The table follows wurtzite-type silicon carbide (2H-SiC) through seven cell volumes, with the atoms at fixed fractional positions in a uniformly scaled cell. The gap on path is the distance from the highest filled to the lowest empty level anywhere along the band path. The direct gap on path compares the two levels at the same wave vector $k$, so that light can bridge it without help from a lattice vibration, if the symmetry of the levels allows.

Wurtzite-type SiC (4 atoms per cell, unrelaxed), computed with GPAW 26.7.0 using PBEsol and PAW data sets, without spin polarisation or spin–orbit coupling. The plane-wave cutoff is 800 eV, the k mesh for the density 10 × 10 × 5 and the Fermi–Dirac smearing 0.05 eV. The band path has 100 k points along Γ–M–K–Γ–A–L–H–A, L–M and K–H.

```tsv
volume (Å³/atom)	c/a	shortest distance (Å)	gap on path (eV)	direct gap on path (eV)
9.149	1.6411	1.794	1.922	4.208
9.733	1.6411	1.831	2.047	4.080
10.034	1.6411	1.850	2.106	4.017
10.341	1.6411	1.868	2.162	3.956
10.654	1.6411	1.887	2.216	3.895
10.974	1.6411	1.906	2.268	3.835
11.632	1.6411	1.943	2.259	3.580
```

### Which gap is larger, and how does each change when the crystal is squeezed?

The direct gap is the larger one in every row, because the lowest empty level lies at a different $k$ from the highest filled one. Squeezing widens the direct gap at every step. The smallest gap does the opposite over most of the range: from 10.974 Å³ per atom down to 9.149 it narrows from 2.268 to 1.922 eV. One crystal thus gives two opposite answers to the question of what compression does to a gap.

### Why would squeezing widen a gap at all?

A diatomic molecule shows the simplest reason. When its atoms approach, their orbitals overlap more, and the antibonding level moves away from the bonding one. The lowest empty state at $\Gamma$, the centre of the Brillouin zone, behaves in this way. There the electron wave repeats in phase from cell to cell, and the state is expected to be antibonding with a good share of s character.

The calculated levels show how strong the effect is. Between 10.974 and 9.733 Å³ per atom the gap at $\Gamma$ grows from 4.061 to 5.109 eV, about 1 eV for a volume change of some 11 %. The direct gap in the table is smaller in both rows, so it must lie at another $k$, to which a later answer returns. The analogy ends where $k$ enters: a molecule has one antibonding partner, whereas a crystal has a whole band whose character changes with $k$.

### Then why does the smallest gap narrow?

In 2H-SiC the lowest empty state is known to lie at K, the midpoint of an upright edge of the hexagonal zone. There the wave changes phase from cell to cell, so that much of the s-type antibonding overlap is expected to cancel. Mixing with higher states of d character may also hold the level down as the atoms approach. What counts is the balance: measured from the top of the filled bands, the level at K sinks under compression, and the gap narrows.

The numbers show the narrowing; the account of the orbitals is carried over from cubic semiconductors such as silicon, whose conduction edge also lies far from $\Gamma$ and whose gap also narrows under pressure. The character of the states was not calculated here. The useful rule is to ask what kind of state forms the conduction edge before guessing the sign. In gallium nitride, which has the same crystal type, the edge is the s-rich state at $\Gamma$, and its gap is known to widen under pressure.

### How large is the effect per unit of pressure?

A gap $E$ that belongs to one pair of states changes almost in proportion to the logarithm of the volume $V$. The slope $a = \mathrm{d}E/\mathrm{d}\ln V$ is called the deformation potential. A least-squares fit to the six rows up to 10.974 Å³ per atom, with a small quadratic term, gives $a = 1.83$ eV for the smallest gap at zero pressure.

Dividing by the bulk modulus, about 216 GPa from the calculated pressures, turns this into a loss of roughly 8 meV per GPa. A straight line in $\ln V$ through the same six rows gives $-2.05$ eV for the direct gap, a gain of roughly 10 meV per GPa. Both effects are gentle: a pressure of 1 GPa changes either gap by less than one per cent.

### Does the smallest gap level off at the largest volume?

It seems to, since the last step changes it by only 0.009 eV. The regular mesh of $k$ points used for the electron density suggests another reading. This mesh contains M, the centre of a side face of the zone, but misses K. The gap on the mesh is therefore too large as long as K is lowest, by 0.16 eV at 10.341 Å³ per atom, yet at the largest volume it agrees with the gap on the path.

The natural explanation is that the conduction edge has moved from K to M. At 10.974 Å³ per atom the mesh gap is only 0.09 eV too large, a sign that the lowest level on the mesh already sits at M there. From that row to the last, the gap to M falls from 2.359 to 2.258 eV, while the fit carries the gap to K up to 2.365 eV. Interpolation puts the crossing near 11.3 Å³ per atom. The flat last step thus joins a rising branch to a falling one, with a maximum in between that no row samples.

M also warns against too simple a rule, because it lies on the zone boundary like K and yet its gap widens under compression. Perhaps the state at M keeps more antibonding s character, but that is a guess which would need the orbital composition to test.

### Why does the direct gap fall faster at the end?

The same idea applies. In the first six rows the direct gap most likely sits at M: path and mesh give the same value, and M is the only named point besides $\Gamma$ that both contain. The gap at $\Gamma$ is larger at first, but it shrinks about four times as fast on expansion and will become the smaller if both trends continue.

Whether this has happened by the last row can be estimated from the two $\Gamma$ gaps quoted above. They give the slope

$$a_\Gamma = \frac{4.061-5.109}{\ln(10.974/9.733)} \approx -8.73\ \text{eV}.$$

Carried on to the largest volume, the gap at $\Gamma$ becomes

$$E_\Gamma \approx 4.061 - 8.73\,\ln\frac{11.632}{10.974} \approx 3.55\ \text{eV}.$$

The table has 3.580 eV, a value that entered neither the slope nor the straight line for M. That line predicts 3.715 eV, clearly too high. The direct gap has therefore very probably moved to $\Gamma$, although a slope drawn from two volumes cannot show any curvature.

### Which digits can be trusted?

For these unrelaxed cells and this functional, the fits fix the two slopes near zero pressure to within about 0.1 eV, and their signs are firm. The absolute gaps are not: at zero pressure the calculation gives 2.17 eV, roughly 1 eV below the measured gap of about 3.3 eV. Such an underestimate is usual for a density functional of this kind. Much of it is expected to cancel when one volume is compared with another, but it need not be equal at K, M and $\Gamma$, so the crossing volumes could shift.

The atoms were also not allowed to relax inside the cell, and forces of 0.6 to 1.0 eV/Å remain on them. Every gap therefore carries the effect of strained bonds, whose size a relaxed series would reveal. The safest reading is the branch near zero pressure, where the smallest gap narrows slightly under compression. The change of edge belongs to a crystal stretched by more than 10 GPa of tension.
